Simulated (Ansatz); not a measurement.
LiBr: phonons across the zone

All numbers below come from DFT PBE, scalar-relativistic, plane waves, PAW in Ansatz 0.2.0. Settings: 420 eV plane-wave cutoff, Γ-centred 8×8×8 mesh, fixed occupations. No spin polarisation. Phonons by linear response, acoustic sum rule imposed.

Relaxed structure:
```
CELL_PARAMETERS angstrom
0.00000 2.75550 2.75550
2.75550 0.00000 2.75550
2.75550 2.75550 0.00000
ATOMIC_POSITIONS crystal
Li 0.50000 0.50000 0.50000
Br 0.00000 0.00000 0.00000
```

The cell has the rock salt type, in a space group that the Crystallography Open Database lists for this formula; it was reached from a generator's guess.

Force constants from linear response on a 4×4×4 q mesh.

Path: Γ–X–U | K–Γ–L–W–X. Only the points of the 4×4×4 mesh were computed; the rest is interpolation, which is rough on so few points. On the mesh no mode is imaginary. Distance along the path (Å⁻¹), then the branches (cm⁻¹, negative for imaginary; the LO field is included):
```
0.000  0 0 0 141 141 321
0.142  18 18 27 145 145 318
0.285  34 34 51 152 152 309
0.427  48 48 73 154 154 290
0.570  59 59 90 149 149 260
0.713  67 67 104 144 144 225
0.855  73 73 112 144 144 194
0.998  76 76 114 148 148 175
1.140  77 77 114 150 150 169
1.190  77 78 114 151 152 169
1.241  77 80 114 151 156 169
1.291  77 82 113 153 163 169
1.342  77 86 112 154 169 171
1.392  77 89 112 156 168 181
1.442  77 93 110 159 168 192
1.493  76 97 109 161 167 203
1.543  76 100 108 163 166 215
1.543  76 100 108 163 166 215
1.694  72 101 108 162 169 247
1.845  66 92 110 159 170 274
1.997  60 81 105 160 164 294
2.148  51 68 95 154 164 309
2.299  42 53 79 145 163 317
2.450  30 37 57 141 156 320
2.601  16 19 30 140 146 321
2.752  0 0 0 141 141 321
2.752  0 0 0 141 141 321
2.876  14 14 25 142 142 322
2.999  26 26 49 145 145 324
3.123  37 37 71 150 150 328
3.246  46 46 89 156 156 332
3.370  53 53 103 162 162 337
3.493  58 58 114 167 167 342
3.616  60 60 120 170 170 344
3.740  62 62 122 171 171 345
3.841  62 64 122 170 170 340
3.941  64 70 120 170 170 325
4.042  67 78 118 168 169 302
4.143  72 86 114 167 168 276
4.244  76 93 110 166 167 250
4.345  81 97 106 164 165 230
4.445  86 100 102 164 164 216
4.546  88 100 100 163 163 212
4.617  88 97 104 162 165 210
4.689  87 93 106 160 166 204
4.760  86 89 109 158 167 196
4.831  84 85 111 156 168 184
4.902  82 82 112 154 169 172
4.974  79 80 113 152 161 169
5.045  78 78 114 151 153 169
5.116  77 77 114 150 150 169
```
